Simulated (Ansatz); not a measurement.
TiO2: relaxation of cell and atoms with RPBE

Crystal: TiO2.

```
Ti O
1.0
     2.70603   -2.70666    0.00000
     2.70603    2.70666    0.00000
    -2.63353    0.00000    4.79664
Ti O
2 4
Direct
  0.86589 0.13411 0.75000
  0.13411 0.86589 0.25000
  0.08876 0.33122 0.16715
  0.91124 0.66878 0.83285
  0.66878 0.91124 0.33285
  0.33122 0.08876 0.66715
```

The cell is a database's computed one.

```json
{"Program": "Ansatz 0.2.0", "Task": "relaxation of cell and atoms", "Functional": "RPBE", "Potentials or basis": "Ansatz PAW", "Cutoff": "420 eV (not typed: the program's choice for these potentials)", "k mesh": "8 × 8 × 6", "Occupations": "fermi-dirac, width 0.05 eV", "Spin": "no spin polarisation"}
```

```
Relaxed volume                         : 11.94 Å³/atom
Relaxed cell                           : a = 3.824 Å, b = 3.824 Å, c = 5.596 Å, α = 109.97°, β = 109.97°, γ = 90.00°
Space group after relaxing (to 0.05 Å) : I4_1/amd (No. 141)
Energy gained by relaxing              : 3.6 meV/atom
Ionic steps                            : 9
Pressure after relaxing                : 0.0 GPa
Band gap on the k mesh                 : 2.17 eV, indirect (least direct gap 2.42 eV)
```

The path:
| step | energy change (eV) | largest force (eV/Å) | volume (Å³) |
| --- | --- | --- | --- |
| 1 | 0.0000 | 0.0655 | 70.26 |
| 2 | -0.0114 | 0.0371 | 71.16 |
| 3 | -0.0130 | 0.0353 | 71.64 |
| 4 | -0.0138 | 0.0791 | 71.56 |
| 5 | -0.0147 | 0.0236 | 71.57 |
| 6 | -0.0150 | 0.0011 | 71.57 |
| 7 | -0.0211 | 0.0009 | 71.57 |
| 8 | -0.0210 | 0.0008 | 71.65 |
| 9 | -0.0213 | 0.0008 | 71.65 |

Final structure:
```xyz
6
Lattice="2.7038 -2.7039 -0.0200 2.7038 2.7039 -0.0200 -2.6668 0.0000 4.9200" Properties=species:S:1:pos:R:3 pbc="T T T"
Ti    0.7037   -2.0276    3.6700
Ti    2.0371    2.0276    1.2100
O     0.6819    0.6759    0.7864
O     2.0589   -0.6759    4.0937
O     3.3923    0.6759    1.6336
O    -0.6515   -0.6759    3.2464
```

Levels at points of the mesh, in eV from the valence-band top:
```csv
k point,band 20,band 21,band 22,band 23,band 24,band 25,band 26,band 27,band 28,band 29
"(0.00, 0.00, 0.00)",-0.76,-0.76,-0.75,-0.35,-0.35,2.17,2.78,3.96,3.96,3.97
"(0.00, 0.00, -0.50)",-1.26,-1.18,-1.18,-0.06,-0.06,2.46,2.46,3.68,3.68,4.26
"(0.00, -0.50, 0.00)",-1.80,-1.77,-0.81,-0.78,-0.60,3.19,3.43,3.48,3.51,4.15
"(0.00, -0.50, -0.50)",-1.80,-1.77,-0.81,-0.78,-0.60,3.19,3.43,3.48,3.51,4.15
"(-0.50, -0.50, 0.00)",-2.46,-1.86,-1.86,-0.03,-0.03,3.19,3.19,3.63,3.64,4.69
"(-0.50, -0.50, -0.50)",-2.46,-1.86,-1.86,-0.03,-0.03,3.19,3.19,3.63,3.63,4.69
```

It took 67 s on 2 threads of Arm Neoverse V1, with other jobs on the host, peak memory 0.48 GiB.

Caveat: the plane-wave basis is chosen anew once the cell has moved, so the energies of steps on either side of that aren't comparable; the pressure holds a Pulay correction of +0.6 GPa for the finite cutoff; the PAW data sets come from PBE, with cores solved anew for the run's functional, which leaves a small shift of forces and pressure. A k mesh can miss the band edges.
